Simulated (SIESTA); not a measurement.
**ZrC in SIESTA: the effect of functional**

ZrC:

```
CELL_PARAMETERS angstrom
0.00000 2.36500 2.36500
2.36500 0.00000 2.36500
2.36500 2.36500 0.00000
ATOMIC_POSITIONS crystal
Zr 0.50000 0.50000 0.50000
C 0.00000 0.00000 0.00000
```

Alike in all runs:

```yaml
Program: SIESTA 5.4.2
Task: single point
Basis: DZP (energy shift 0.003 Ry; two zetas on semicore shells)
Grid_cutoff: 800 Ry
Energy_shift: 0.003 Ry
k_mesh: 10 × 10 × 10
Occupations: fermi-dirac, width 0.05 eV
Spin: no spin polarisation
```

Task: One run gave: pressure 6.7 GPa. Which functional did it use?
A. revPBE
B. AM05
C. WC
D. LDA
E. BLYP

Result: E.

| functional | potentials or basis | pressure (GPa) |
| --- | --- | --- |
| LDA | PseudoDojo 0.4 standard (LDA files) | -10.3 |
| PBEsol | PseudoDojo 0.4 standard (PBEsol files) | -6.4 |
| AM05 | PseudoDojo 0.4 standard (PBEsol files) | -7.0 |
| WC | PseudoDojo 0.4 standard (PBEsol files) | -5.7 |
| PW91 | PseudoDojo 0.4 standard (PBE files) | -0.9 |
| revPBE | PseudoDojo 0.4 standard (PBE files) | 0.9 |
| RPBE | PseudoDojo 0.4 standard (PBE files) | 1.6 |
| BLYP | PseudoDojo 0.4 standard (PBE files) | 6.7 |

Caveats: the basis of atomic orbitals isn't converged, which shifts pressures, moduli and gaps; the potentials were made for another functional, which shifts forces and pressure (some runs).

Runs at the PBE level aren't shown here.
